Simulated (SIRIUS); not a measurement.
# Li2Se under changes of volume

One of the cells (18.045 Å³/atom); the others are scaled copies at fixed shape and fractional positions:

```
Se Li
1.0
     0.00000    3.00250    3.00250
     3.00250    0.00000    3.00250
     3.00250    3.00250    0.00000
Se Li
1 2
Direct
  0.00000 0.00000 0.00000
  0.75000 0.75000 0.75000
  0.25000 0.25000 0.25000
```

| Quantity | Value |
| --- | --- |
| Program | SIRIUS 7.12.0 |
| Functional | LDA |
| Potentials or basis | all-electron FP-LAPW |
| Cutoff | 167 eV |
| Basis | apw+lo standard |
| k mesh | 8 × 8 × 8 |
| Occupations | fermi-dirac, width 0.05 eV |
| Spin | no spin polarisation |

```csv
volume (Å³/atom),energy over the lowest point (meV/atom),gap on the mesh (eV)
16.962,0.00,2.76
17.323,2.18,2.78
17.684,5.92,2.80
18.045,?,?
18.406,17.60,2.83
18.767,25.16,2.84
19.128,33.75,2.85
```

**Question.** What does the run at 18.045 Å³/atom give?

**Answer.** Energy over the lowest point 11.14 meV/atom; gap on the mesh 2.81 eV.

Worked out: A Birch-Murnaghan fit of order 3 (a polynomial in V^(-2/3)) to the other rows has its minimum at 16.71 Å³/atom, just outside them, with B0 = V·E''(V) = 40 GPa and B' = 4.5. It gives 11.13 meV/atom at 18.045 Å³/atom, against the run's 11.14. A straight line through the other rows of the gap, of slope 0.75 eV per unit of ln V, gives 2.81 eV, against the run's 2.81.

Energies are extrapolated to zero smearing.

A mesh can miss the band edges. Spin-orbit coupling on Se is left out.
